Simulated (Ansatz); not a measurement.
CaO: phonon entropy and phonon heat capacity against temperature

All results are calculated (Ansatz 0.2.0). Harmonic vibrational free energy, entropy and heat capacity at constant volume, per atom, from the force constants of a q mesh, imaginary modes left out; plane waves with PAW datasets, Gamma-centred k mesh.

Structure of every row (space group Fm-3m, No. 225):
```
CELL_PARAMETERS angstrom
0.00000 2.41550 2.41550
2.41550 0.00000 2.41550
2.41550 2.41550 0.00000
ATOMIC_POSITIONS crystal
Ca 0.50000 0.50000 0.50000
O 0.00000 0.00000 0.00000
```

Settings of every row: functional PBE; dispersion none; spin none; wave cutoff 420 eV; k mesh 8x8x8; occupations fixed; smearing width 0 eV; pressure 0 GPa; phonon method linear response; q mesh 4x4x4.

| row | temperature (K) | phonon entropy (kB/atom) | phonon heat capacity (kB/atom) | phonon free energy (meV/atom) |
| --- | --- | --- | --- | --- |
| 1 | 200 | 1.588 | 2.158 | 41.8 |
| 2 | 300 | 2.553 | 2.568 | 23.8 |
| 3 | 400 | 3.319 | 2.743 | -1.7 |
| 4 | 500 | 3.941 | 2.831 | -33 |
| 5 | 600 | 4.462 | 2.881 | -69.3 |
| 6 | 700 | 4.909 | 2.912 | -109.7 |
| 7 | 800 | 5.299 | 2.932 | -153.7 |
| 8 | 900 | ? | ? | ? |
| 9 | 1000 | 5.956 | 2.956 | -250.9 |

Question: what phonon entropy and phonon heat capacity should row 8 give?

Worked fit of phonon entropy. Entropy rises as the heat capacity times the change of ln T, so take t = ln(T / 300 K). The shown rows have t = -0.4055, 0, 0.2877, 0.5108, 0.6931, 0.8473, 0.9808, 1.204. Least squares give phonon entropy = 2.5745 + 2.5532 × t + 0.2225 × t² kB/atom; a straight line predicts inner rows, each left out in turn, worse (root mean square 0.05 against 0.016 kB/atom). The rows lie off it by 0.012, -0.022, -0.008, 0.004, 0.011, 0.011, 0.006, -0.015 (root mean square 0.012 kB/atom), a smooth pattern that one more power would take up: the form is only approximate. The slope at t = 0, 2.55 kB/atom, estimates the heat capacity at 300 K. The withheld row has t = 1.0986, so the fit gives 2.5745 + 2.5532 × (1.0986) + 0.2225 × (1.0986)² = 5.648 kB/atom.

The calculation gave 5.645 kB/atom. The fit lies 0.003 kB/atom (0.069 % of the column's range) above it; its largest miss of a shown row is 0.022 kB/atom.

Worked fit of phonon heat capacity. At high temperature a harmonic heat capacity falls short of its limit by a term in 1/T², so take t = (100 K / T)². The shown rows have t = 0.25, 0.11111, 0.0625, 0.04, 0.02778, 0.02041, 0.01562, 0.01. Least squares give phonon heat capacity = 2.9978 − 4.2956 × t + 3.747 × t² kB/atom; a straight line predicts inner rows, each left out in turn, worse (root mean square 0.021 against 0.0016 kB/atom). The rows lie off it by 0.000, 0.001, -0.001, -0.001, 0.000, 0.000, 0.000, 0.001. The constant, 2.9978 kB/atom, is to be held against the harmonic limit of 3 k_B an atom. The withheld row has t = 0.01235, so the fit gives 2.9978 − 4.2956 × (0.01235) + 3.747 × (0.01235)² = 2.945 kB/atom.

The calculation gave 2.946 kB/atom. The fit lies 0.001 kB/atom (0.13 % of the column's range) below it, one unit of the last digit.

The other values of row 8: phonon free energy -200.9 meV/atom.
